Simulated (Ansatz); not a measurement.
Runs of Ansatz 0.2.0 on GaP. It takes space group F-43m (No. 216, cubic). The conventional cell has a = 5.451 Å, b = 5.451 Å, c = 5.451 Å, α = 90.00°, β = 90.00°, γ = 90.00°. Ga (site symmetry -43m) has 4 P at 2.36 Å as nearest neighbours. P (site symmetry -43m) has 4 Ga at 2.36 Å as nearest neighbours. 

```csv
task,level,potentials or basis,spin,cell,k mesh,cutoff (eV),gap on the mesh (eV),pressure (GPa),relaxed volume (Å³/atom)
relaxation of cell and atoms,BLYP,"all-electron LAPW, scalar-relativistic",off,relaxed,8 × 8 × 8,-,1.03,0.0,21.94
band structure,PBEsol,"all-electron LAPW, relativistic spinors","SOC, no magnetisation",as given,6 × 6 × 6,278,1.48,-0.6,-
relaxation of cell and atoms,PBEsol+D3(BJ),"all-electron LAPW, scalar-relativistic",off,relaxed,8 × 8 × 8,-,1.45,0.0,(a)
relaxation of cell and atoms,LDA,"all-electron LAPW, scalar-relativistic",off,relaxed,8 × 8 × 8,-,1.43,0.0,(b)
```

Alike in all rows: smearing fermi-dirac 0.05 eV; basis error allowed 0.001 eV/atom.

Task: Fill in the values left out.

Result: (a) 19.58; (b) 19.59.

A k mesh can miss the band edges, and rows without SOC leave out spin-orbit coupling on Ga.

Runs at the PBE level aren't shown here.
